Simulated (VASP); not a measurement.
The system is Ru.

```
Ru
1.0
    -3.10551    3.10551    3.10551
     3.10551   -3.10551    3.10551
     3.10551    3.10551   -3.10551
Ru
8
Direct
  0.20600 0.20600 0.20600
  0.50000 0.00000 0.29400
  0.29400 0.50000 0.00000
  0.00000 0.29400 0.50000
  0.79400 0.79400 0.79400
  0.50000 0.00000 0.70600
  0.70600 0.50000 0.00000
  0.00000 0.70600 0.50000
```

The cell was built by a generator and needn't be a form met in nature.

- Program: VASP 6.6.1
- Task: relaxation of cell and atoms
- Functional: PBE
- Potentials or basis: VASP PAW PBE potentials, release 64 (Ru_pv)
- Cutoff: 600 eV
- k mesh: 4 × 4 × 4
- Occupations: gaussian, width 0.1 eV
- Spin: no spin polarisation

At the start: pressure 57.2 GPa; volume 14.98 Å³/atom.

**Question.** How do energy, volume and symmetry change on relaxing?

**Answer.** Over 15 steps the energy falls by 497.1 meV/atom and the volume is 17.59 Å³/atom (+17.5 %); space group Ia-3 (No. 206, to 0.05 Å).

Step by step:
```
step  energy change (eV)  largest force (eV/Å)  pressure (GPa)  volume (Å³)
   1              0.0000                2.4494           57.21       119.80
   2             10.6224                0.6345          -28.20       238.49
   3             -3.7286                0.0457           -8.33       149.84
   4             -3.8928                0.1384           -2.88       145.16
   5             -3.9089                0.2282           -0.24       143.19
   6             -3.9081                0.2048           -0.92       143.69
   7             -3.9219                0.2366            1.11       141.87
   8             -3.9222                0.2414            1.45       141.57
   9             -3.9306                0.2201            1.34       141.47
  10             -3.9513                0.1589            1.07       141.16
  11             -3.9730                0.0536            0.76       140.55
  12             -3.9756                0.0239            0.73       140.30
  13             -3.9759                0.0124            0.72       140.18
  14             -3.9761                0.0042           -0.64       141.21
  15             -3.9771                0.0039            0.00       140.72
```

Final structure:
```
Ru
1.0
    -3.27667    3.27667    3.27667
     3.27667   -3.27667    3.27667
     3.27667    3.27667   -3.27667
Ru
8
Direct
  0.22820 0.22820 0.22820
  0.50000 0.00000 0.27180
  0.27180 0.50000 0.00000
  0.00000 0.27180 0.50000
  0.77180 0.77180 0.77180
  0.50000 0.00000 0.72820
  0.72820 0.50000 0.00000
  0.00000 0.72820 0.50000
```

Caveat: the volume moved by over 15 % at a fixed basis, so the end points are rough.
